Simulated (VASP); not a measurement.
# MoS2 (R3m) in VASP: relaxation of cell and atoms with r2SCAN

Aim: the relaxation of cell and atoms of MoS2 with r2SCAN.

Program: VASP 6.6.1. These are calculated values, not measurements. Logs are shortened: lines on timing, memory, paths and dates and some standing lists are left out, and cuts for length are marked.

## (1) The crystal as given

The structure is trigonal, space group R3m (No. 160). The conventional cell has a = 3.184 Å, b = 3.184 Å, c = 19.446 Å, α = 90.00°, β = 90.00°, γ = 120.00°. Mo (site symmetry 3m) is surrounded by 6 S at 2.41 Å. S (site symmetry 3m) is surrounded by 3 Mo at 2.41 Å. S (site symmetry 3m) is surrounded by 3 Mo at 2.41 Å.

Measurements of this composition are mostly on another form, of space group No. 194.

## (2) Relaxation of cell and atoms, r2SCAN

INCAR reads:

```
PREC = Accurate
ENCUT = 600
EDIFF = 1E-7
ISMEAR = 0
SIGMA = 0.02
LREAL = F
LASPH = T
NELM = 60
ALGO = Normal
ISIF = 3
LWAVE = F
LCHARG = F
METAGGA = R2SCAN
LMIXTAU = T
IBRION = 2
NSW = 90
EDIFFG = -0.005
```

KPOINTS reads:

```
Automatic mesh
0
Gamma
  12 12 12
```

POSCAR reads:

```
MoS2
1.0
    1.5921519200      0.9192293400      6.4820983800
   -1.5921519200      0.9192293400      6.4820983800
    0.0000000000     -1.8384586700      6.4820983800
Mo S
1 2
Direct
    0.0002249600      0.0002249600      0.0002249600
    0.5870697800      0.5870697800      0.5870697800
    0.7467042600      0.7467042600      0.7467042600
```

Potentials or basis: VASP PAW PBE potentials, release 64 (Mo_sv, S).

Launch:

```console
$ cat potpaw_PBE.64/Mo_sv/POTCAR potpaw_PBE.64/S/POTCAR > POTCAR
$ mpirun -np 1 vasp_std > vasp.out
```

OUTCAR:

```text
PREC = Accurate
   ENCUT = 600
   EDIFF = 1E-7
   ISMEAR = 0
   LREAL = F
   LASPH = T
   NELM = 60
   ISIF = 3
   METAGGA = R2SCAN
   IBRION = 2
   NSW = 90
   EDIFFG = -0.005

 ion  position               nearest neighbor table
   1  0.000  0.000  0.000-   3 2.41   3 2.41   3 2.41   2 2.41   2 2.41   2 2.41
   2  0.587  0.587  0.587-   1 2.41   1 2.41   1 2.41
   3  0.747  0.747  0.747-   1 2.41   1 2.41   1 2.41

  LATTYP: Found a trigonal (rhomboedric) cell.
 ALAT       =     6.7377688981
 COS(alpha) =     0.8883222175

  Lattice vectors:

 A1 = (   1.5921519200,   0.9192293400,   6.4820983800)
 A2 = (  -1.5921519200,   0.9192293400,   6.4820983800)
 A3 = (   0.0000000000,  -1.8384586700,   6.4820983800)

Analysis of symmetry for initial positions (statically):
=====================================================================
 Subroutine PRICEL returns:
 Original cell was already a primitive cell.

 Routine SETGRP: Setting up the symmetry group for a
 trigonal (rhombohedral) supercell.

 Subroutine GETGRP returns: Found  6 space group operations
 (whereof  6 operations were pure point group operations)
 out of a pool of 12 trial point group operations.

The static configuration has the point symmetry C_3v.

Analysis of symmetry for dynamics (positions and initial velocities):
=====================================================================
 Subroutine PRICEL returns:
 Original cell was already a primitive cell.

 Routine SETGRP: Setting up the symmetry group for a
 trigonal (rhombohedral) supercell.

 Subroutine GETGRP returns: Found  6 space group operations
 (whereof  6 operations were pure point group operations)
 out of a pool of 12 trial point group operations.

The dynamic configuration has the point symmetry C_3v.

 Subroutine INISYM returns: Found  6 space group operations
 (whereof  6 operations are pure point group operations),
 and found     1 'primitive' translations

----------------------------------------------------------------------------------------

                                     Primitive cell

  volume of cell :      56.9214

  direct lattice vectors                    reciprocal lattice vectors
     1.592151920  0.919229340  6.482098380     0.314040384  0.181311301  0.051423677
    -1.592151920  0.919229340  6.482098380    -0.314040384  0.181311301  0.051423677
[... 100 lines left out ...]
   EMIN   =  10.00;   EMAX   =-10.00  energy-range for DOS
   EFERMI =   0.00;   METHOD = LEGACY
   ISMEAR =     0;   SIGMA  =   0.02  broadening in eV -4-tet -1-fermi 0-gaus
   EFERMI_NEDOS =   21; number of points for ismear=-14 and -15
   IALGO  =     38    algorithm
   IMIX   =      4    mixing-type and parameters
     AMIX     =   0.40;   BMIX     =  1.00
     AMIX_MAG =   1.60;   BMIX_MAG =  1.00
  volume/ion in A,a.u.               =      18.97       128.04
  Fermi-wavevector in a.u.,A,eV,Ry     =   1.260785  2.382537 21.627516  1.589578
  Thomas-Fermi vector in A             =   2.394277
   LORBIT       =      0    0 simple, 1 ext, 2 COOP (PROOUT), +10 PAW based schemes
   METAGGA = R2SCAN    functional components
   LHFCALC =     F    Hartree Fock is set to
   AEXX    =    0.0000 exact exchange contribution
   IVDW    =     0    specifies the selected vdW correction
   LEPSILON=     F    determine dielectric tensor
   LRPA    =     F    only Hartree local field effects (RPA)
 conjugate gradient relaxation of ions
 non-spin polarized calculation
 Gauss-broadening in eV      SIGMA  =   0.02
  energy-cutoff  :      600.00
  volume of cell :       56.92
 maximum number of plane-waves:      1927
 NGX is ok and might be reduce to    54
   NGX = 27   NGY = 27   NGZ = 27

--------------------------------------- Ionic step        1  -------------------------------------------

 number of electron      26.0000000 magnetization

 Free energy of the ion-electron system (eV)
  ---------------------------------------------------
  ext. energy  EPLUGINS =         0.00000000
  ---------------------------------------------------
  free energy    TOTEN  =       -45.03983522 eV

  energy without entropy =      -45.03983522  energy(sigma->0) =      -45.03983522

------------------------ aborting loop because EDIFF is reached ----------------------------------------

  FORCE on cell =-STRESS in cart. coord.  units (eV):
  Direction    XX          YY          ZZ          XY          YZ          ZX
  --------------------------------------------------------------------------------------
  -------------------------------------------------------------------------------------
  Total        0.0670992      0.0670992      0.0320435      0.0000000      0.0000000      0.0000000
  in kB        1.8886552      1.8886552      0.9019354      0.0000000      0.0000000      0.0000000
  external PRESSURE =       1.5597486 kB  Pullay stress =       0.0000000 kB
[... 246 lines left out ...]
--------------------------------------- Ionic step        8  -------------------------------------------

 number of electron      26.0000000 magnetization

 Free energy of the ion-electron system (eV)
  ---------------------------------------------------
  ext. energy  EPLUGINS =         0.00000000
  ---------------------------------------------------
  free energy    TOTEN  =       -45.03987261 eV

  energy without entropy =      -45.03987261  energy(sigma->0) =      -45.03987261

 E-fermi :   6.5705     XC(G=0): -11.0465

 val. band max:        6.4965592339   @ k =   0.5000   0.5000   0.5000
 cond. band min:       7.6475803629   @ k =  -0.1667   0.5000   0.1667
 fundamental gap:      1.1510211290
 Fermi energy:         6.5704926681

 k-point     1 :       0.0000    0.0000    0.0000
  band No.  band energies     occupation
      1     -56.8948      2.00000
      2     -30.3065      2.00000
      3     -30.0999      2.00000
      4     -30.0999      2.00000
      5      -8.9351      2.00000
      6      -7.3498      2.00000
[... 457 lines left out ...]
      4     -30.2197      2.00000
      5      -6.8350      2.00000
      6      -6.6486      2.00000
[... 9 lines left out ...]
     16       9.5970      0.00000
     17      10.7364      0.00000

 [... further k-points ...]

------------------------ aborting loop because EDIFF is reached ----------------------------------------

  FORCE on cell =-STRESS in cart. coord.  units (eV):
  Direction    XX          YY          ZZ          XY          YZ          ZX
  --------------------------------------------------------------------------------------
  -------------------------------------------------------------------------------------
  Total       -0.0063801     -0.0063801      0.0104951      0.0000000      0.0000000      0.0000000
  in kB       -0.1793497     -0.1793497      0.2950235      0.0000000      0.0000000      0.0000000
  external PRESSURE =      -0.0212253 kB  Pullay stress =       0.0000000 kB
[... 18 lines left out ...]
  FREE ENERGIE OF THE ION-ELECTRON SYSTEM (eV)
  ---------------------------------------------------
  free  energy   TOTEN  =       -45.0398726111 eV

  energy  without entropy=      -45.0398726111  energy(sigma->0) =      -45.03987261

 reached required accuracy - stopping structural energy minimisation
```

OSZICAR:

```text
N       E                     dE             d eps       ncg     rms          rms(c)
DAV:   1     0.182832215207E+03    0.18283E+03   -0.14959E+04  6426   0.164E+03
DAV:   2    -0.463430980003E+02   -0.22918E+03   -0.22640E+03  8314   0.381E+02
DAV:   3    -0.546105558298E+02   -0.82675E+01   -0.82106E+01  7911   0.691E+01
[... 75 lines left out ...]
DAV:   3    -0.450398737949E+02    0.25498E-05   -0.23431E-05  7227   0.418E-02    0.122E-02
DAV:   4    -0.450398732849E+02    0.51000E-06   -0.43411E-06  7896   0.150E-02    0.693E-03
DAV:   5    -0.450398728001E+02    0.48480E-06   -0.12129E-06  6848   0.880E-03    0.261E-03
DAV:   6    -0.450398726894E+02    0.11065E-06   -0.20873E-07  4072   0.380E-03    0.844E-04
DAV:   7    -0.450398726111E+02    0.78330E-07   -0.12069E-07  3389   0.310E-03
   8 F= -.45039873E+02 E0= -.45039873E+02  d E =-.566761E-05
```

Run time: 2.1 h. Hardware: 1 thread of Intel Xeon 6975P-C (Granite Rapids), shared host; peak memory 0.58 GiB.

Results:

```yaml
Free_energy: -45.0399 eV
Relaxed_volume: 19.00 Å³/atom
Relaxed_cell: a = 6.738 Å, b = 6.738 Å, c = 6.738 Å, α = 27.36°, β = 27.36°, γ = 27.36°
Space_group_after_relaxing_to_0.05_Å: R3m (No. 160)
Energy_gained_by_relaxing: 0.0 meV/atom
Ionic_steps: 8
Pressure_after_relaxing: 0.0 GPa
Band_gap_on_the_k_mesh: 1.15 eV, indirect (least direct gap 1.76 eV)
```

Final structure:
```xyz
3
Lattice="1.5932 0.9199 6.4817 -1.5932 0.9199 6.4817 0.0000 -1.8397 6.4817" Properties=species:S:1:pos:R:3 pbc="T T T"
Mo    0.0000    0.0000    0.0044
S     0.0000    0.0000   11.4158
S     0.0000    0.0000   14.5194
```

Caveat: the PAW data sets were made with another functional, which shifts forces and pressure a little. A k mesh can miss the band edges.
